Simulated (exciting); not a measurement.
# V (P6_3/mmc) in exciting: reference runs

Aim: a first look at V with PBEsol, on the cell as given.

All numbers are computed with exciting (release sodium); they aren't measurements. Logs are shortened: lines on timing, memory, paths and dates and some standing lists are left out, and cuts for length are marked.

**1. The crystal as given**

It takes space group P6_3/mmc (No. 194, hexagonal). The conventional cell has a = 2.604 Å, b = 2.604 Å, c = 4.723 Å, α = 90.00°, β = 90.00°, γ = 120.00°. Around V (site symmetry -6m2) lie 12 V at 2.60 to 2.80 Å.

This isn't the form of V at room conditions, which is bcc.

**2. Single point, PBEsol, collinear spin, ferromagnetic start**

File input.xml:

```xml
<input>
  <title>V</title>
  <structure speciespath="./" tshift="false">
    <crystal scale="1">
      <basevect>0.000000000000 4.921402602081 0.000000000000</basevect>
      <basevect>-4.262059675532 -2.460701300946 0.000000000000</basevect>
      <basevect>0.000000000000 0.000000000000 8.925811434585</basevect>
    </crystal>
    <species speciesfile="V.xml" rmt="2">
      <atom coord="0.333333333300 0.666666666700 0.250000000000" bfcmt="0 0 -8"/>
      <atom coord="0.666666666700 0.333333333300 0.750000000000" bfcmt="0 0 -8"/>
    </species>
  </structure>
  <groundstate do="fromscratch" ngridk="12 12 6" rgkmax="9" gmaxvr="14" lmaxapw="10" lmaxmat="10" lmaxvr="8" xctype="GGA_PBE_SOL" stype="Fermi Dirac" swidth="0.00183747" nempty="28" ValenceRelativity="iora*" epsengy="1e-05" epspot="1e-05" maxscl="90" tforce="true" outputlevel="normal">
    <spin reducebf="0.5"/>
  </groundstate>
</input>
```

Potentials or basis: all-electron LAPW+lo, shipped species files, valence relativity iora*.

Command:

```console
$ OMP_NUM_THREADS=1 exciting_smp
```

INFO.OUT:

```text
================================================================================
EXCITING SODIUM started
[... 10 lines left out ...]

 Lattice vectors (cartesian) :
      0.0000000000      4.9214026021      0.0000000000
     -4.2620596755     -2.4607013009      0.0000000000
      0.0000000000      0.0000000000      8.9258114346

 Reciprocal lattice vectors (cartesian) :
     -0.7371066791      1.2767062188      0.0000000000
     -1.4742133582      0.0000000000      0.0000000000
      0.0000000000     -0.0000000000      0.7039343541

 Unit cell volume                           :     187.2216759214
 Brillouin zone volume                      :       1.3249011484

 Species :    1 (V)
     parameters loaded from                 :    V.xml
     name                                   :    vanadium
     nuclear charge                         :     -23.00000000
     electronic charge                      :      23.00000000
     atomic mass                            :   92860.67376000
     muffin-tin radius                      :       2.00000000
     # of radial points in muffin-tin       :     350

     atomic positions (lattice) :
       1 :   0.33333333  0.66666667  0.25000000
       2 :   0.66666667  0.33333333  0.75000000

     magnetic fields (cartesian) :
       1 :   0.00000000  0.00000000 -8.00000000
       2 :   0.00000000  0.00000000 -8.00000000

 Total number of atoms per unit cell        :       2

 Spin treatment                             :    spin-polarised
 Global magnetic field (cartesian) :        0.00000000   0.00000000   0.00000000
 collinear magnetisation in z-direction

 Number of Bravais lattice symmetries       :      24
 Number of crystal symmetries               :      12

 k-point grid                               :      12   12    6
 Total number of k-points                   :     100
 k-point set is reduced with crystal symmetries

 R^MT_min * |G+k|_max (rgkmax)              :       9.00000000
 Species with R^MT_min                      :       1 (V)
 Maximum |G+k| for APW functions            :       4.50000000
 Maximum |G| for potential and density      :      14.00000000

 G-vector grid sizes                        :      24    24    40
 Total number of G-vectors                  :    8631

 Maximum angular momentum used for
     APW functions                          :      10
     computing H and O matrix elements      :      10
     potential and density                  :       8
     inner part of muffin-tin               :       2

 Total nuclear charge                       :     -46.00000000
 Total electronic charge                    :      46.00000000
 Total core charge                          :      20.00000000
 Total valence charge                       :      26.00000000

 Number of empty states                     :      28
 Total number of valence states             :      84

 Maximum Hamiltonian size                   :     339
 Maximum number of plane-waves              :     313
 Total number of local-orbitals             :      26

 Exchange-correlation type                  :      22
     PBEsol, Phys. Rev. Lett. 100, 136406 (2008)
     Generalised gradient approximation (GGA)

[... 20 lines left out ...]
+ SCF iteration number :    1                                                  +
++++++++++++++++++++++++++++++++++++++++++++++++++++++++++++++++++++++++++++++++
 Total energy                               :     -1889.79284700
 _______________________________________________________________
 Fermi energy                               :         0.41575008
 Kinetic energy                             :      1919.38975417
 Coulomb energy                             :     -3720.69095446
 Exchange energy                            :       -86.15169875
 Correlation energy                         :        -2.33994796
 No external B-field energy in total energy
[... 587 lines left out ...]
 RMS change in effective potential (target) :  0.390224E-07  ( 0.100000E-04)
 Absolute change in total energy   (target) :  0.600326E-06  ( 0.100000E-04)
 Charge distance                   (target) :  0.351539E-07  ( 0.100000E-04)
 Abs. change in max-nonIBS-force   (target) :  0.199074E-07  ( 0.500000E-04)

++++++++++++++++++++++++++++++++++++++++++++++++++++++++++++++++++++++++++++++++
| Convergency criteria checked for the last 2 iterations                       +
| Convergence targets achieved. Performing final SCF iteration                 +
++++++++++++++++++++++++++++++++++++++++++++++++++++++++++++++++++++++++++++++++
 Total energy                               :     -1896.63374839
 _______________________________________________________________
 Fermi energy                               :         0.39676886
 Kinetic energy                             :      1916.08156702
 Coulomb energy                             :     -3723.91375878
 Exchange energy                            :       -86.45890621
 Correlation energy                         :        -2.34265041
 No external B-field energy in total energy

 DOS at Fermi energy (states/Ha/cell)       :        82.27795886
[... 12 lines left out ...]
 Moments :
     interstitial                           :         0.00001657
     moment in muffin-tin spheres :
                  atom     1     V          :         0.00002911
                  atom     2     V          :         0.00002911
     total moment in muffin-tins            :         0.00005822
     total moment                           :         0.00007478

++++++++++++++++++++++++++++++++++++++++++++++++++++++++++++++++++++++++++++++++
+ Self-consistent loop stopped                                                 +
++++++++++++++++++++++++++++++++++++++++++++++++++++++++++++++++++++++++++++++++
 STATE.OUT is written

--------------------------------------------------------------------------------
- Writing atomic positions and forces                                          -
--------------------------------------------------------------------------------

 Atomic positions (lattice) :
 atom     1   V  :     0.33333333    0.66666667    0.25000000
 atom     2   V  :     0.66666667    0.33333333    0.75000000

 Total atomic forces including IBS (cartesian) :
 atom     1   V  :     0.00000000    0.00000000    0.00000141
 atom     2   V  :    -0.00000000    0.00000000   -0.00000141

 Atomic force components including IBS (cartesian) :
 atom     1   V  :     0.00000000   -0.00000000    0.00000066   HF force
                 :    -0.00000000    0.00000000    0.00000074   core correction
                 :    -0.00000000    0.00000000   -0.00000000   IBS correction
 atom     2   V  :    -0.00000000    0.00000000   -0.00000066   HF force
                 :     0.00000000   -0.00000000   -0.00000074   core correction
                 :     0.00000000   -0.00000000    0.00000000   IBS correction

********************************************************************************
[... 7 lines left out ...]
| EXCITING SODIUM stopped                                                      =
================================================================================
```

It took 3 min on 1 thread of Intel Xeon 6975P-C (Granite Rapids), shared host; peak memory 0.16 GiB.

What came out:

```yaml
Free_energy: -51610.0592 eV
Band_gap_on_the_k_mesh: none (metal or under the smearing width)
Net_moment: 0.00 μB per cell
All_electrons_inside_the_program's_atomic_spheres: V 20.69 (radii V 2.0 bohr)
```

Caveat: the log's total energy holds no entropy term; the free energy is that total less TS from the occupations; the starting moments collapsed, and a magnetic state may lie lower.
